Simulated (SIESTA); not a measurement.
BP under changes of volume

One of the cells (11.682 Å³/atom); the others are scaled copies at fixed shape and fractional positions:

```
CELL_PARAMETERS angstrom
0.00000 2.26900 2.26900
2.26900 0.00000 2.26900
2.26900 2.26900 0.00000
ATOMIC_POSITIONS crystal
P 0.75000 0.75000 0.75000
B 0.00000 0.00000 0.00000
```

- Program: SIESTA 5.4.2
- Functional: PBEsol
- Potentials or basis: PseudoDojo 0.4 standard (PBEsol files)
- Basis: DZP (energy shift 0.003 Ry)
- Grid cutoff: 500 Ry
- Energy shift: 0.003 Ry
- k mesh: 10 × 10 × 10
- Occupations: fermi-dirac, width 0.05 eV
- Spin: no spin polarisation

| volume (Å³/atom) | energy over the lowest point (meV/atom) | pressure (GPa) | gap on the mesh (eV) |
| --- | --- | --- | --- |
| 10.981 | 31.14 | 13.3 | 1.09 |
| 11.214 | ? | ? | ? |
| 11.448 | 4.77 | 5.1 | 1.14 |
| 11.682 | 0.00 | 1.5 | 1.16 |
| 11.915 | 0.17 | -1.7 | 1.19 |
| 12.149 | 4.87 | -4.7 | 1.21 |
| 12.383 | 13.69 | -7.4 | 1.23 |

Problem. What does the run at 11.214 Å³/atom give?

Solution. Energy over the lowest point 14.97 meV/atom; pressure 9.0 GPa; gap on the mesh 1.12 eV.

Worked out: A Birch-Murnaghan fit of order 3 (a polynomial in V^(-2/3)) to the other rows has its minimum at 11.79 Å³/atom with B0 = V·E''(V) = 164 GPa and B' = 3.7. It gives 15.00 meV/atom at 11.214 Å³/atom, against the run's 14.97, and -dE/dV = 9.0 GPa, against 9.0. A straight line through the other rows of the gap, of slope 1.18 eV per unit of ln V, gives 1.11 eV, against the run's 1.12.

Energies are extrapolated to zero smearing.

Caveats: the basis of atomic orbitals isn't converged, which shifts pressures, moduli and gaps.

A mesh can miss the band edges.
